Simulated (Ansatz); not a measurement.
# Trigonal (grey) selenium under PBE: convergence with the cold (Marzari-Vanderbilt) smearing

Aim: find which cold (Marzari-Vanderbilt) smearing width is enough for energy and pressure. The geometry was relaxed under PBE beforehand and stays fixed; 7 values are run, from 0.01 to 1.0 eV. Wanted are the values from which on the energy stays within 10 and 1 meV/atom, and the pressure within 0.5 GPa, of the narrowest run. Within the series other settings stay, but some runs also write fields, which adds to their time. Spin polarisation is left out.

Method: DFT PBE, plane waves with PAW, scalar-relativistic, in Ansatz 0.2.0.

1 further run of the same task is left out (set aside as unsound or not needed).

### 1 Starting point

It takes space group P3_121 (No. 152, trigonal). The conventional cell has a = 4.520 Å, b = 4.520 Å, c = 5.045 Å, α = 90.00°, β = 90.00°, γ = 120.00°. Se (site symmetry 2) has 2 Se at 2.40 Å as nearest neighbours.

Structure file:

```
CELL_PARAMETERS angstrom
4.52038 0.00000 0.00000
-2.26019 3.91476 0.00000
0.00000 0.00000 5.04531
ATOMIC_POSITIONS crystal
Se 0.21893 0.00000 0.33333
Se 0.00000 0.21893 0.66667
Se 0.78107 0.78107 0.00000
```

### 2 Width 0.01 eV

The run at 0.01 eV.

input.yaml reads:

```yaml
crystal:
  lattice:
    - [4.5203796332, 0.0, 0.0]
    - [-2.2601898166, 3.9147635971, 0.0]
    - [0.0, 0.0, 5.0453124951]
  atoms:
    - { symbol: Se, position: [0.2189274285, 0.0, 0.3333333333] }
    - { symbol: Se, position: [1.0, 0.2189274285, 0.6666666667] }
    - { symbol: Se, position: [0.7810725715, 0.7810725715, 0.0] }
hamiltonian:
  xc: pbe
  pseudopotentials:
    kind: paw
    azcp:
      Se: "pseudopotentials/Se.paw.azcp"
basis:
  ecutwfc: 420
  fft_grid_basis: typed
kpoints:
  mp_grid: { grid: [8, 8, 6], shift: [0, 0, 0] }
magnetization:
  spin_polarized: false
scf:
  occupations: { method: cold, width: 0.01 }
  lower_state_search: "off"
output:
  stress: true
```

Run with:

```sh
> ansatz run input.yaml --threads 1 --pin off --max-ram 3584MiB --backend cpu --events-out ev --progress --plain --runs-dir out
```

### 3 Width 0.03 eV

The run at 0.03 eV.

input.yaml, as its differences from that of step 2:

```diff
@@ -23,3 +23,3 @@
 scf:
-  occupations: { method: cold, width: 0.01 }
+  occupations: { method: cold, width: 0.03 }
   lower_state_search: "off"
```

### 4 Width 0.1 eV

The run at 0.1 eV.

input.yaml, as its differences from that of step 3:

```diff
@@ -23,3 +23,3 @@
 scf:
-  occupations: { method: cold, width: 0.03 }
+  occupations: { method: cold, width: 0.1 }
   lower_state_search: "off"
@@ -27 +27,5 @@
   stress: true
+  write_density: true
+  write_potential: true
+  elf: true
+  volumetric_format: npy
```

### 5 Width 0.2 eV

The run at 0.2 eV.

input.yaml, as its differences from that of step 4:

```diff
@@ -23,3 +23,3 @@
 scf:
-  occupations: { method: cold, width: 0.1 }
+  occupations: { method: cold, width: 0.2 }
   lower_state_search: "off"
@@ -27,5 +27 @@
   stress: true
-  write_density: true
-  write_potential: true
-  elf: true
-  volumetric_format: npy
```

### 6 Width 0.3 eV

The run at 0.3 eV.

input.yaml, as its differences from that of step 5:

```diff
@@ -23,3 +23,3 @@
 scf:
-  occupations: { method: cold, width: 0.2 }
+  occupations: { method: cold, width: 0.3 }
   lower_state_search: "off"
```

### 7 Width 0.6 eV

The run at 0.6 eV.

input.yaml, as its differences from that of step 6:

```diff
@@ -23,3 +23,3 @@
 scf:
-  occupations: { method: cold, width: 0.3 }
+  occupations: { method: cold, width: 0.6 }
   lower_state_search: "off"
@@ -27 +27,5 @@
   stress: true
+  write_density: true
+  write_potential: true
+  elf: true
+  volumetric_format: npy
```

### 8 Width 1.0 eV

The run at 1.0 eV.

input.yaml, as its differences from that of step 7:

```diff
@@ -23,3 +23,3 @@
 scf:
-  occupations: { method: cold, width: 0.6 }
+  occupations: { method: cold, width: 1.0 }
   lower_state_search: "off"
```

(Steps that only read results are left out.)

Q: Predict the outcome of this session.

**Answer**, as computed:

| quantity | value |
| --- | --- |
| E(σ → 0) stays within 10 meV/atom of 0.01 eV | up to 0.6 eV |
| E(σ → 0) stays within 1 meV/atom | up to 0.6 eV |
| pressure stays within 0.5 GPa | up to 0.6 eV |
| pressure at 0.01 eV | -0.01 GPa |

What this shows: At 1.0 eV the energy differs by +26.2 meV/atom and the pressure by -0.8 GPa. Over the range F shifts by +80.6 meV/atom, while E(σ → 0) shifts by +26.2. While the width stays far under the gap, it changes nothing. The cell taken over is 9 % larger than the measured one (27.26 Å³/atom, COD), which weighs on all values here.

The gaps are Kohn-Sham values of a semilocal functional, not quasiparticle or optical gaps. Such gaps usually fall short of the measured ones.
